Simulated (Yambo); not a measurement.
# MgSi (P4/mmm) in Yambo: a series of runs

The runs below take MgSi through optical spectrum, with PBEsol.

Program: Yambo 5.3.0. These are calculated values, not measurements. Logs are shortened: lines on timing, memory, paths and dates and some standing lists are left out, and cuts for length are marked.

### Step 1. The structure

The structure is tetragonal, space group P4/mmm (No. 123). Conventional cell: a = 2.908 Å, b = 2.908 Å, c = 4.103 Å, α = 90.00°, β = 90.00°, γ = 90.00°. Si (site symmetry 4/mmm) has 8 Mg at 2.90 Å and 4 Si at 2.91 Å as nearest neighbours. Mg (site symmetry 4/mmm) has 8 Si at 2.90 Å and 4 Mg at 2.91 Å as nearest neighbours.

The cell comes from a database or a generator and needn't be the stable form of this composition.

### Step 2. Optical spectrum, PBEsol

The input, optics0.in:

```
optics
chi
Chimod= "IP"
% BndsRnXd
 1 | 22 |
%
% LongDrXd
 1 | 1 | 1 |
%
% QpntsRXd
 1 | 1 |
%
% EnRngeXd
 0 | 10 | eV
%
% DmRngeXd
 0.1 | 0.1 | eV
%
ETStpsXd= 200
```

The input, scf.in:

```
&CONTROL
  calculation = 'scf'
  prefix = 'pwscf'
  outdir = './tmp'
  pseudo_dir = './pseudo'
/
&SYSTEM
  ibrav = 0
  nat = 2
  ntyp = 2
  ecutwfc = 84
  nbnd = 13
  occupations = 'smearing'
  smearing = 'fd'
  degauss = 0.00367493
  force_symmorphic = .true.
/
&ELECTRONS
  conv_thr = 4d-10
  electron_maxstep = 120
  mixing_beta = 0.5
/
ATOMIC_SPECIES
Si    28.0850 Si.upf
Mg    24.3050 Mg.upf
CELL_PARAMETERS angstrom
   2.9083940000    0.0000000000    0.0000000000
   0.0000000000    2.9083940000    0.0000000000
   0.0000000000    0.0000000000    4.1034270000
ATOMIC_POSITIONS crystal
Si     0.5000000000    0.5000000000    0.5000000000
Mg     0.0000000000    0.0000000000    0.0000000000
K_POINTS automatic
16 16 12 0 0 0
```

The input, nscf.in:

```
&CONTROL
  calculation = 'nscf'
  prefix = 'pwscf'
  outdir = './tmp'
  pseudo_dir = './pseudo'
/
&SYSTEM
  ibrav = 0
  nat = 2
  ntyp = 2
  ecutwfc = 84
  nbnd = 32
  occupations = 'smearing'
  smearing = 'fd'
  degauss = 0.00367493
  force_symmorphic = .true.
/
&ELECTRONS
  conv_thr = 1d-08
  diago_full_acc = .true.
  diago_thr_init = 1d-06
/
ATOMIC_SPECIES
Si    28.0850 Si.upf
Mg    24.3050 Mg.upf
CELL_PARAMETERS angstrom
   2.9083940000    0.0000000000    0.0000000000
   0.0000000000    2.9083940000    0.0000000000
   0.0000000000    0.0000000000    4.1034270000
ATOMIC_POSITIONS crystal
Si     0.5000000000    0.5000000000    0.5000000000
Mg     0.0000000000    0.0000000000    0.0000000000
K_POINTS automatic
16 16 12 0 0 0
```

Potentials or basis: PseudoDojo 0.4.1 SR PBEsol standard.

Started as:

```console
> OMP_NUM_THREADS=1 pw.x -in scf.in > scf.out
> OMP_NUM_THREADS=1 pw.x -in nscf.in > nscf.out
> cd tmp/pwscf.save; p2y; mv SAVE ../..; cd ../..
> OMP_NUM_THREADS=1 yambo
> OMP_NUM_THREADS=1 yambo -F optics0.in -J optics0 -C optics0_out
```

Yambo's report:

```text
[... sections 02.01 to 02.04 as in the set-up run ...]

  [02.05] Energies & Occupations
  ==============================

  [X] === General ===
  [X] Electronic Temperature                        :  0.258606E-1   300.100    [eV K]
  [X] Bosonic    Temperature                        :  0.258606E-1   300.100    [eV K]
  [X] Finite Temperature mode                       : yes
  [X] El. density                                   :  0.40334E+24 [cm-3]
  [X] Fermi Level                                   :  8.294682 [eV]

  [X] === Gaps and Widths ===
  [X] Conduction Band Min                           :  8.294682 [eV]
  [X] Valence Band Max                              :  8.294682 [eV]
  [X] Filled Bands                                  :   6
  [X] Metallic Bands                                :   7   8
  [X] Empty Bands                                   :    9   32

  [X] === Metallic Characters ===
  [X] N of el / N of met el                         :  14.00000   2.02189
  [X] Average metallic occ.                         :  0.252737

  [WARNING] [X] Metallic system

 [03] Transferred momenta grid and indexing
 ==========================================

 IBZ Q-points                                      :  315
 BZ  Q-points                                      :  3072

 K/Q-points units:
 rlu = crystal or reduced units; cc = cartesian coordinates; iku = interal k-units

 Q [  1]        [rlu]:  0.000000  0.000000  0.000000
 Q [  2]        [rlu]:  0.000000  0.000000  0.083333
 Q [  3]        [rlu]:  0.000000  0.000000  0.166667
 Q [  4]        [rlu]:  0.000000  0.000000  0.250000
 Q [  5]        [rlu]:  0.000000  0.000000  0.333333
 Q [  6]        [rlu]:  0.000000  0.000000  0.416667
[... 42 lines left out ...]
 Q [ 49]        [rlu]:  0.000000  0.375000 -0.500000
 Q [ 50]        [rlu]:  0.000000  0.437500  0.000000

 Remaining 265 points informations can be written running with -fatlog

 [WARNING] [Xd] User bands 1-22 break level degeneracy

 [04] Dipoles
 ============

  [04.01] Setup: observables and procedures
  =========================================

  [WF-Oscillators/G space/Transverse up loader] Normalization (few states)  min/max  :  0.19779E-16   1.0000

  [WR./optics0//ndb.dipoles]------------------------------------------------------
   Brillouin Zone Q/K grids (IBZ/BZ)                :   315  3072   315  3072
   RL vectors                                       :   3985 [WF]
   Fragmentation                                    : yes
   Electronic Temperature                           :  300.1000 [K]
   Bosonic    Temperature                           :  300.1000 [K]
   DIP band range                                   :   1  22
   DIP band range limits                            :   8   7
   DIP e/h energy range                             : -1.000000 -1.000000 [eV]
   RL vectors in the sum                            :   3985
   [r,Vnl] included                                 : yes
   Bands ordered                                    : yes
   Direct v evaluation                              : no
   Approach used                                    : G-space v
   Dipoles computed                                 : R V P [G-space]
   Wavefunctions                                    : Perdew, Burke & Ernzerhof SOL(X)+Perdew, Burke & Ernzerhof SOL(C)

  [WARNING] [r,Vnl^pseudo] included in position and velocity dipoles.

  [WARNING] In case H contains other non local terms, these are neglected

 [05] Optics
 ===========

 [X-CG] R(p) Tot o/o(of R):    29724   335380      100

 [WARNING] The system is a metal but Drude term not included.
```

It took 4.3 min on 1 thread of Arm Neoverse V2, shared host; peak memory 0.38 GiB.

What came out:

- Band gap on the k mesh, mean-field level: none (metal or under the smearing width)

Dielectric function (along the field direction of the input):
```tsv
energy (eV)	real part	imaginary part
0.25	31.26	122.75
0.75	13.57	12.29
1.26	-2.27	7.85
1.76	18.52	7.28
2.26	-3.53	27.04
2.81	3.35	8.06
3.32	0.06	20.15
3.82	-14.09	8.47
4.32	-5.52	5.14
4.82	-5.53	3.60
5.38	-2.82	3.59
5.88	-4.16	1.44
6.38	-1.98	1.21
6.88	-2.15	0.77
7.39	-1.67	0.58
7.94	-1.11	0.58
8.44	-1.00	0.63
8.94	-0.97	0.44
9.45	-0.65	0.13
10.00	-0.27	0.16
```

Caveat: the intraband (Drude) term of the metal is left out; the ground state has no gap, which makes the many-body step unreliable; independent-particle spectra lack excitons.

### Step 3. Optical spectrum, PBEsol

The input, optics1.in:

```
optics
chi
Chimod= "HARTREE"
% BndsRnXd
 1 | 22 |
%
NGsBlkXd= 3 Ry
% LongDrXd
 1 | 1 | 1 |
%
% QpntsRXd
 1 | 1 |
%
% EnRngeXd
 0 | 20 | eV
%
% DmRngeXd
 0.05 | 0.05 | eV
%
ETStpsXd= 150
```

scf.in is that of step 2.

nscf.in is that of step 2.

Potentials or basis: PseudoDojo 0.4.1 SR PBEsol standard.

Started as:

```console
> OMP_NUM_THREADS=1 pw.x -in scf.in > scf.out
> OMP_NUM_THREADS=1 pw.x -in nscf.in > nscf.out
> cd tmp/pwscf.save; p2y; mv SAVE ../..; cd ../..
> OMP_NUM_THREADS=1 yambo
> OMP_NUM_THREADS=1 yambo -F optics1.in -J optics1 -C optics1_out
```

Yambo's report:

```text
[... sections 02.01 to 02.04 as in the set-up run ...]

  [02.05] Energies & Occupations
  ==============================

  [X] === General ===
  [X] Electronic Temperature                        :  0.258606E-1   300.100    [eV K]
  [X] Bosonic    Temperature                        :  0.258606E-1   300.100    [eV K]
  [X] Finite Temperature mode                       : yes
  [X] El. density                                   :  0.40334E+24 [cm-3]
  [X] Fermi Level                                   :  8.294682 [eV]

  [X] === Gaps and Widths ===
  [X] Conduction Band Min                           :  8.294682 [eV]
  [X] Valence Band Max                              :  8.294682 [eV]
  [X] Filled Bands                                  :   6
  [X] Metallic Bands                                :   7   8
  [X] Empty Bands                                   :    9   32

  [X] === Metallic Characters ===
  [X] N of el / N of met el                         :  14.00000   2.02189
  [X] Average metallic occ.                         :  0.252737

  [WARNING] [X] Metallic system

 [03] Transferred momenta grid and indexing
 ==========================================

 IBZ Q-points                                      :  315
 BZ  Q-points                                      :  3072

 K/Q-points units:
 rlu = crystal or reduced units; cc = cartesian coordinates; iku = interal k-units

 Q [  1]        [rlu]:  0.000000  0.000000  0.000000
 Q [  2]        [rlu]:  0.000000  0.000000  0.083333
 Q [  3]        [rlu]:  0.000000  0.000000  0.166667
 Q [  4]        [rlu]:  0.000000  0.000000  0.250000
 Q [  5]        [rlu]:  0.000000  0.000000  0.333333
 Q [  6]        [rlu]:  0.000000  0.000000  0.416667
[... 42 lines left out ...]
 Q [ 49]        [rlu]:  0.000000  0.375000 -0.500000
 Q [ 50]        [rlu]:  0.000000  0.437500  0.000000

 Remaining 265 points informations can be written running with -fatlog

 [WARNING] [Xd] User bands 1-22 break level degeneracy

 [04] Dipoles
 ============

  [04.01] Setup: observables and procedures
  =========================================

  [WF-Oscillators/G space/Transverse up loader] Normalization (few states)  min/max  :  0.19779E-16   1.0000

  [WR./optics1//ndb.dipoles]------------------------------------------------------
   Brillouin Zone Q/K grids (IBZ/BZ)                :   315  3072   315  3072
   RL vectors                                       :   3985 [WF]
   Fragmentation                                    : yes
   Electronic Temperature                           :  300.1000 [K]
   Bosonic    Temperature                           :  300.1000 [K]
   DIP band range                                   :   1  22
   DIP band range limits                            :   8   7
   DIP e/h energy range                             : -1.000000 -1.000000 [eV]
   RL vectors in the sum                            :   3985
   [r,Vnl] included                                 : yes
   Bands ordered                                    : yes
   Direct v evaluation                              : no
   Approach used                                    : G-space v
   Dipoles computed                                 : R V P [G-space]
   Wavefunctions                                    : Perdew, Burke & Ernzerhof SOL(X)+Perdew, Burke & Ernzerhof SOL(C)

  [WARNING] [r,Vnl^pseudo] included in position and velocity dipoles.

  [WARNING] In case H contains other non local terms, these are neglected

 [05] Optics
 ===========

 [X-CG] R(p) Tot o/o(of R):    29724   335380      100

 [WARNING] The system is a metal but Drude term not included.
```

It took 4.4 min on 1 thread of Arm Neoverse V2, shared host; peak memory 1.2 GiB.

What came out:

* Band gap on the k mesh, mean-field level: none (metal or under the smearing width)

Dielectric function (along the field direction of the input):
```
energy (eV)  real part  imaginary part
       0.27     -35.74          140.20
       0.67       3.51            7.15
       1.21     -10.46            6.42
       1.74      16.08            4.01
       2.28     -10.48           22.37
       2.68      -4.91            8.51
       3.22       3.74           18.60
       3.76     -10.24           15.81
       4.30      -5.54            2.47
       4.70      -3.71            3.27
       5.23      -2.82            1.07
       5.77      -3.26            4.02
       6.31      -2.08            0.72
       6.85      -2.59            1.04
       7.25      -1.59            1.15
       7.79      -0.72            0.40
       8.32      -0.65            0.80
       8.86       0.03            1.83
       9.26      -1.20            0.32
       9.80      -0.43            0.12
      10.34      -0.05            0.21
      10.87      -0.20            0.47
      11.28      -0.25            0.14
      11.81       0.09            0.13
      12.35       0.20            0.20
      12.89       0.26            0.22
      13.42       0.24            0.14
      13.83       0.28            0.11
      14.36       0.40            0.08
      14.90       0.45            0.12
      15.44       0.51            0.10
      15.84       0.53            0.22
      16.38       0.50            0.19
      16.91       0.51            0.07
      17.45       0.54            0.09
      17.85       0.58            0.05
      18.39       0.64            0.05
      18.93       0.65            0.08
      19.46       0.65            0.07
      20.00       0.67            0.06
```

Caveat: the intraband (Drude) term of the metal is left out; the ground state has no gap, which makes the many-body step unreliable; these spectra lack excitons.
